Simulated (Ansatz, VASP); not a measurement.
**Cs in VASP and in Ansatz**

```
Cs
1.0
     0.00000    3.44210    3.44210
     3.44210    0.00000    3.44210
     3.44210    3.44210    0.00000
Cs
1
Direct
  0.00000 0.00000 0.00000
```

Change from the starting cell: volume scaled by 0.85, LAPW.

Alike in both runs: task single point; functional LDA; k mesh 10 × 10 × 10; occupations fermi-dirac, width 0.1 eV; no spin polarisation.

```csv
,VASP,Ansatz
version,VASP 6.6.1,Ansatz 0.2.0
potentials or method,"VASP PAW LDA potentials, release 64 (Cs_sv), cutoff 520 eV","all-electron LAPW, scalar-relativistic"
```

|  | VASP | Ansatz | Ansatz less VASP |
| --- | --- | --- | --- |
| pressure (GPa) | 0.5 | 0.5 | +0.02 |

Ansatz ran all-electron here, so the differences hold the error of VASP's frozen core and of both bases.

The runs have no spin-orbit coupling, so splittings on Cs are missing.
